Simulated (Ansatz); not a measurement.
Diamond Si, relaxed with r2SCAN in Ansatz 0.2.0. Space group Fd-3m (No. 227), cubic; a = 5.444 Å in the conventional setting, 20.17 Å³ an atom. Si is surrounded by 4 Si at 2.36 Å.

The axes x, y and z are those of this cell:
```
Si
1.0
     0.00000    2.72212    2.72212
     2.72212    0.00000    2.72212
     2.72212    2.72212    0.00000
Si
2
Cartesian
  0.0000 0.0000 0.0000
  1.3611 1.3611 1.3611
```

Unstrained: PBE gives an indirect gap of 0.583 eV, from Γ to Γ–X (0.84 of the way from Γ); the least direct gap is 2.557 eV at Γ. With r2SCAN the valence top lies at Γ and the conduction bottom at Γ–X (0.84 of the way from Γ), 0.770 eV higher; the smallest vertical gap, at Γ, is 2.739 eV. The HSE06 gap is indirect, 1.144 eV (Γ to Γ–X (0.84 of the way from Γ)), below the direct gap of 3.312 eV at Γ. Meshes: PBE 8×8×8, r2SCAN 8×8×8, HSE06 6×6×6. Strains are changes of length per length, and xy shears are angles. After each strain the atoms were relaxed again with r2SCAN within the symmetry that the strain leaves, so tilts or polar shifts that break it weren't tested; points keep the names that they have in the unstrained zone. Spin-unpolarised throughout; all numbers are computed.

Question: Apply xy shear, engineering strain (angle) -3.0 %. How far does the gap move, against the unstrained cell?

Answer: PBE: the gap goes from 0.583 to 0.367 eV (-0.216 eV); the edges go from Γ → Γ–X (0.84) to Γ → Γ–X (0.91); with r2SCAN the top three valence levels at Γ, degenerate before, become 1+1+1 from the top over 279 meV. r2SCAN: the gap goes from 0.770 to 0.542 eV (-0.228 eV); the edges go from Γ → Γ–X (0.84) to Γ → Γ–X (0.91). HSE06: the gap goes from 1.144 to 0.920 eV (-0.224 eV); the edges go from Γ → Γ–X (0.84) to Γ → Γ–X (0.91). The r2SCAN energy rises by 4.6 meV an atom.

Question: Estimate what isotropic -0.5 % on every length does to the gap.

Answer: PBE: the gap goes from 0.583 to 0.556 eV (-0.027 eV). r2SCAN: the gap goes from 0.770 to 0.744 eV (-0.026 eV). HSE06: the gap goes from 1.144 to 1.117 eV (-0.027 eV). The r2SCAN energy rises by 1.4 meV an atom.

Question: One strain changed the r2SCAN stress by xx -6.40, yy -6.40, zz -6.40, xy +3.20, xz +3.20, yz +3.20 GPa (compression positive) and the gap by -0.276 eV (PBE), -0.305 eV (r2SCAN), -0.291 eV (HSE06). Which kind of strain was it, and roughly how large?

Answer: Epitaxial +5.0 % in the plane normal to [111], free normal strain -1.79 %. The pattern of the stress gives the kind; the size needs the stiffness, so it is an estimate.

Question: One strain changed the r2SCAN stress by xx -0.92, yy -0.92, zz -0.04 GPa (compression positive) and the gap by -0.077 eV (PBE), -0.083 eV (r2SCAN), -0.082 eV (HSE06). Which kind of strain was it, and roughly how large?

Answer: Epitaxial +0.5 % in the xy plane, free normal strain -0.34 %. The pattern of the stress gives the kind; the size needs the stiffness, so it is an estimate.

Question: Apply epitaxial -2.5 % in the xy plane, free normal strain +1.81 %. How far does the gap move, against the unstrained cell?

Answer: PBE: the gap goes from 0.583 to 0.287 eV (-0.296 eV); with r2SCAN the top three valence levels at Γ, degenerate before, become 2+1 from the top over 348 meV. r2SCAN: the gap goes from 0.770 to 0.461 eV (-0.309 eV). HSE06: the gap goes from 1.144 to 0.836 eV (-0.308 eV). The r2SCAN energy rises by 15.2 meV an atom.

Where an edge lies off the special points, it is a point of the mesh or the k point where a search put PBE's edge or least direct gap, reused for the other functionals, whose own edges may lie a little apart.

The meshes of the hybrids are coarse, so their gaps aren't converged to the digits shown.

The splittings at Γ are without spin-orbit coupling, which regroups them where it is of like size or larger.
